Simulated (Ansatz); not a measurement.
## AlNi$_{3}$: one atom moved along a line

Level of theory: DFT PBEsol, scalar-relativistic, plane waves, PAW in Ansatz 0.2.0. Cutoff 420 eV, Γ-centred 14×14×14 k-points, Gaussian smearing of 0.15 eV. No spin polarisation. A magnetic state may lie lower. Energies are free energies at this smearing, counted from the undisturbed cell; pressure is positive in compression.

Zero of the scan (relaxed at this level; with this scan's settings it stands at 0.1 GPa; it needn't be the usual structure):

```
Al Ni
1.0
     0.00000    2.79841    2.79841
     2.79841    0.00000    2.79841
     2.79841    2.79841    0.00000
Al Ni
1 3
Direct
  0.50000 0.50000 0.50000
  0.25000 0.25000 0.25000
  0.00000 0.00000 0.00000
  0.75000 0.75000 0.75000
```

Atom 1 (Al) is moved by x along the Cartesian unit vector (-0.577, -0.577, -0.577); the cell and all other atoms stay fixed. The cell is metallic on the mesh throughout.

Q: Over the sampled range (-0.4500 to 0.4050), is the undisturbed cell the lowest point?

A: Yes, every other sampled point lies higher.

The scan:

| x (Å) | ΔE (meV/cell) |
| --- | --- |
| -0.4500 | 1106.7 |
| -0.2700 | 357.5 |
| -0.0900 | 37.6 |
| 0.0000 | 0.0 |
| 0.1350 | 85.4 |
| 0.1800 | 153.6 |
| 0.2250 | 243.7 |
| 0.3150 | 497.5 |
| 0.3600 | 666.5 |
| 0.4050 | 868.1 |

Cost: 10 runs of about 2.9 core-minutes in all, on Intel Xeon 6975P-C (Granite Rapids) (shared hosts).